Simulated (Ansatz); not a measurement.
Crystal: BP.

```
CELL_PARAMETERS angstrom
0.00000 2.26900 2.26900
2.26900 0.00000 2.26900
2.26900 2.26900 0.00000
ATOMIC_POSITIONS crystal
P 0.75000 0.75000 0.75000
B 0.00000 0.00000 0.00000
```

Base run:

| Property | Result |
| --- | --- |
| Program | Ansatz 0.2.0 |
| Functional | PBE |
| Potentials or basis | all-electron LAPW, scalar-relativistic |
| Cutoff | 281 eV (chosen from the basis error) |
| Basis error allowed | 0.001 eV/atom |
| k mesh | 10 × 10 × 10 |
| Occupations | gaussian, width 0.022 eV |
| Spin | no spin polarisation |

Its results: band gap on the k mesh 1.25 eV, indirect (least direct gap 3.41 eV); pressure 1.1 GPa.

Task: The run is repeated on the same cell with these changes: functional from PBE to PBEsol; occupations from gaussian, width 0.022 eV to gaussian, width 0.05 eV. What comes out?

Result: Band gap on the k mesh 1.14 eV, indirect (least direct gap 3.37 eV); pressure -2.0 GPa.

A k mesh can miss the band edges.
